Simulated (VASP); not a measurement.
# Ge (Fd-3m) in VASP: phonons with PBE

Aim: the phonons of Ge with PBE.

Program: VASP 6.6.1. These are calculated values, not measurements. Logs are shortened: lines on timing, memory, paths and dates and some standing lists are left out, and cuts for length are marked.

### Step 1. The crystal as given

The structure is cubic, space group Fd-3m (No. 227). The conventional cell has a = 5.658 Å, b = 5.658 Å, c = 5.658 Å, α = 90.00°, β = 90.00°, γ = 90.00°. Ge (site symmetry -43m) has 4 Ge at 2.45 Å as nearest neighbours.

### Step 2. Phonons, PBE

File POSCAR:

```
Ge
1.0
    0.0000000000      2.8289100000      2.8289100000
    2.8289100000      0.0000000000      2.8289100000
    2.8289100000      2.8289100000      0.0000000000
Ge
2
Direct
    0.0000000000      0.0000000000      0.0000000000
    0.2500000000      0.2500000000      0.2500000000
```

File INCAR.step1:

```
SYSTEM = Ge
ALGO = Normal
EDIFF = 1E-8
EDIFFG = -0.002
ENCUT = 600
GGA = PE
IBRION = 2
ISIF = 3
ISMEAR = 0
LASPH = .True.
LCHARG = .False.
LREAL = .False.
LWAVE = .False.
NELM = 100
NSW = 40
PREC = Accurate
SIGMA = 0.02
```

File INCAR.step2:

```
SYSTEM = Ge
ALGO = Normal
EDIFF = 1E-8
ENCUT = 600
GGA = PE
IBRION = 8
ISIF = 2
ISMEAR = 0
LASPH = .True.
LCHARG = .False.
LREAL = .False.
LWAVE = .False.
NELM = 100
NSW = 1
PREC = Accurate
SIGMA = 0.02
```

File KPOINTS:

```
k-points
0
Gamma
  8 8 8
  0 0 0
```

Potentials or basis: VASP PAW PBE potentials, release 64 (Ge_d).

Command:

```bash
$ cat potpaw_PBE.64/Ge_d/POTCAR > POTCAR
$ cp INCAR.step1 INCAR
$ mpirun -np 1 vasp_std > vasp.out
$ cp CONTCAR POSCAR
$ cp INCAR.step2 INCAR
$ mpirun -np 1 vasp_std > vasp.out
```

OUTCAR:

```text
SYSTEM = Ge
   EDIFF = 1E-8
   ENCUT = 600
   GGA = PE
   IBRION = 8
   ISIF = 2
   ISMEAR = 0
   LASPH = .True.
   LREAL = .False.
   NELM = 100
   NSW = 1
   PREC = Accurate

 ion  position               nearest neighbor table
   1  0.000  0.000  0.000-   2 2.49   2 2.49   2 2.49   2 2.49
   2  0.250  0.250  0.250-   1 2.49   1 2.49   1 2.49   1 2.49

  LATTYP: Found a face centered cubic cell.
 ALAT       =     5.7595228914

  Lattice vectors:

 A1 = (   0.0000000000,   2.8797614457,   2.8797614457)
 A2 = (   2.8797614457,   0.0000000000,   2.8797614457)
 A3 = (   2.8797614457,   2.8797614457,   0.0000000000)

Analysis of symmetry for initial positions (statically):
=====================================================================
 Subroutine PRICEL returns:
 Original cell was already a primitive cell.

 Routine SETGRP: Setting up the symmetry group for a
 face centered cubic supercell.

 Subroutine GETGRP returns: Found 48 space group operations
 (whereof 24 operations were pure point group operations)
 out of a pool of 48 trial point group operations.

The static configuration has the point symmetry T_d .
 The point group associated with its full space group is O_h .

Analysis of symmetry for dynamics (positions and initial velocities):
=====================================================================
 Subroutine PRICEL returns:
 Original cell was already a primitive cell.

 Routine SETGRP: Setting up the symmetry group for a
 face centered cubic supercell.

 Subroutine GETGRP returns: Found 48 space group operations
 (whereof 24 operations were pure point group operations)
 out of a pool of 48 trial point group operations.

The dynamic configuration has the point symmetry T_d .
 The point group associated with its full space group is O_h .

 Subroutine INISYM returns: Found 48 space group operations
 (whereof 24 operations are pure point group operations),
 and found     1 'primitive' translations

[... 665 lines left out ...]
  Total        0.0067722      0.0067722      0.0067722      0.0000000      0.0000000      0.0000000
  in kB        0.2271640      0.2271640      0.2271640      0.0000000      0.0000000      0.0000000
  external PRESSURE =       0.2271640 kB  Pullay stress =       0.0000000 kB

 VOLUME and BASIS-vectors are now :
 -----------------------------------------------------------------------------
  energy-cutoff  :      600.00
  volume of cell :       47.76
      direct lattice vectors                 reciprocal lattice vectors
     0.000000000  2.879761446  2.879761446    -0.173625493  0.173625493  0.173625493
     2.879761446  0.000000000  2.879761446     0.173625493 -0.173625493  0.173625493
     2.879761446  2.879761446  0.000000000     0.173625493  0.173625493 -0.173625493

 POSITION                                       TOTAL-FORCE (eV/Angst)
 -----------------------------------------------------------------------------------
      0.00000      0.00000      0.00000        -0.000000     -0.000000     -0.000000
      1.43988      1.43988      1.43988         0.000000      0.000000      0.000000
 -----------------------------------------------------------------------------------
    total drift:                                0.000000      0.000000      0.000000

  FREE ENERGIE OF THE ION-ELECTRON SYSTEM (eV)
  ---------------------------------------------------
  free  energy   TOTEN  =        -9.0261211715 eV

  energy  without entropy=       -9.0260344174  energy(sigma->0) =       -9.02607779

[... ionic steps 2 to 3 ...]

--------------------------------------- Ionic step        4  -------------------------------------------

 Free energy of the ion-electron system (eV)
  ---------------------------------------------------
  ---------------------------------------------------
  free energy    TOTEN  =        -0.19398107 eV

  energy without entropy =       -0.19398107

------------------------ aborting loop because EDIFF is reached ----------------------------------------

 INTERNAL STRAIN TENSOR  FOR ION    1  DIRECTION 1   (eV/Angst):
 -----------------------------------------------------------------------------
    -0.01715  0.00000  0.00000
     0.00000  0.01014  8.08591
     0.00000  8.08591  0.01014

 INTERNAL STRAIN TENSOR FOR ION    2 for displacements in x,y,z  (eV/Angst):
          X           Y           Z          XY          YZ          ZX
  --------------------------------------------------------------------------------
  x     0.00000    -0.00000    -0.00000     0.00000    -8.08591     0.00000
  y     0.00000     0.00000     0.00000     0.00000     0.00000    -8.08591
  z    -0.00000    -0.00000     0.00000    -8.08591     0.00000     0.00000

 SECOND DERIVATIVES (NOT SYMMETRIZED)
 ------------------------------------
               1X          1Y          1Z          2X          2Y          2Z
  1X    -7.255500    0.000000    0.000000    7.255500    0.000000    0.000000
  1Y     0.000000   -7.255500    0.000000    0.000000    7.255500    0.000000
  1Z     0.000000    0.000000   -7.255500    0.000000    0.000000    7.255500
  2X     7.255500    0.000000    0.000000   -7.255500    0.000000    0.000000
  2Y     0.000000    7.255500    0.000000    0.000000   -7.255500    0.000000
  2Z     0.000000    0.000000    7.255500    0.000000    0.000000   -7.255500

 Eigenvectors and eigenvalues of the dynamical matrix
 ----------------------------------------------------

   1 f  =    6.988777 THz    43.911780 2PiTHz  233.120505 cm-1    28.903246 meV
             X         Y         Z           dx          dy          dz
      0.000000  0.000000  0.000000     0.000000   -0.707107    0.000000
      1.439881  1.439881  1.439881     0.000000    0.707107    0.000000
[... 21 lines left out ...]
   6 f  =    0.000000 THz     0.000000 2PiTHz    0.000000 cm-1     0.000000 meV
             X         Y         Z           dx          dy          dz
      0.000000  0.000000  0.000000     0.000000    0.000000    0.707107
      1.439881  1.439881  1.439881     0.000000    0.000000    0.707107

--------------------------------------------------------------------------------------------------------

 ELASTIC MODULI CONTR FROM IONIC RELAXATION (kBar)
 Direction    XX          YY          ZZ          XY          YZ          ZX
 --------------------------------------------------------------------------------
 XX          -0.0000      0.0000      0.0000     -0.0000      0.0000      0.0000
 YY           0.0000     -0.0000     -0.0000     -0.0000     -0.0000      0.0000
 ZZ           0.0000     -0.0000     -0.0000      0.0000     -0.0000      0.0000
 XY          -0.0000     -0.0000      0.0000   -302.2744      0.0000      0.0000
 YZ           0.0000     -0.0000     -0.0000      0.0000   -302.2744      0.0000
 ZX           0.0000      0.0000      0.0000      0.0000      0.0000   -302.2744
 --------------------------------------------------------------------------------
```

OUTCAR.step1:

```text
SYSTEM = Ge
   EDIFF = 1E-8
   EDIFFG = -0.002
   ENCUT = 600
   GGA = PE
   IBRION = 2
   ISIF = 3
   ISMEAR = 0
   LASPH = .True.
   LREAL = .False.
   NELM = 100
   NSW = 40
   PREC = Accurate
[... 901 lines left out ...]
 cond. band min:       4.5152925057   @ k =   0.5000   0.0000   0.0000
 fundamental gap:      0.0268628701
 Fermi energy:         4.4920154054

 k-point     1 :       0.0000    0.0000    0.0000
  band No.  band energies     occupation
      1     -20.2574      2.00000
      2     -20.2574      2.00000
      3     -20.2574      2.00000
      4     -20.2252      2.00000
      5     -20.2252      2.00000
      6     -20.0418      2.00000
[... 524 lines left out ...]
  FREE ENERGIE OF THE ION-ELECTRON SYSTEM (eV)
  ---------------------------------------------------
  free  energy   TOTEN  =        -9.0259617391 eV

  energy  without entropy=       -9.0258749682  energy(sigma->0) =       -9.02591835

 reached required accuracy - stopping structural energy minimisation
```

It took 3.6 min on 1 thread of AMD EPYC 9R45 (Zen 5), shared host; peak memory 0.34 GiB.

Results:

```
Relaxed volume                         : 23.88 Å³/atom
Relaxed cell                           : a = 4.073 Å, b = 4.073 Å, c = 4.073 Å, α = 60.00°, β = 60.00°, γ = 60.00°
Space group after relaxing (to 0.05 Å) : Fd-3m (No. 227)
Highest phonon frequency at Γ          : 233 cm⁻¹
```

Step by step:
```tsv
step	energy change (eV)	largest force (eV/Å)	pressure (GPa)	volume (Å³)
1	0.0000	0.0000	3.55	45.28
2	-0.0243	0.0000	-0.95	48.65
3	-0.0270	0.0000	-0.03	47.81
4	-0.0270	0.0000	0.03	47.76
5	-0.0270	0.0000	0.03	47.76
6	-0.0270	0.0000	0.02	47.76
7	-0.0270	0.0000	0.03	47.76
8	-0.0270	0.0000	0.03	47.76
9	-0.0270	0.0000	0.03	47.76
10	-0.0270	0.0000	0.03	47.76
11	-0.0270	0.0000	0.03	47.76
12	-0.0270	0.0000	0.03	47.76
13	-0.0270	0.0000	0.01	47.76
```

Final structure:
```yaml
crystal:
  lattice:
    - [0.00000, 2.87976, 2.87976]
    - [2.87976, 0.00000, 2.87976]
    - [2.87976, 2.87976, 0.00000]
  atoms:
    - { symbol: Ge, position: [0.00000, 0.00000, 0.00000] }
    - { symbol: Ge, position: [0.25000, 0.25000, 0.25000] }
```

Phonon frequencies in cm⁻¹ (negative: imaginary):
```tsv
q point	frequencies
(0.000, 0.000, 0.000)	0 0 0 233 233 233
```
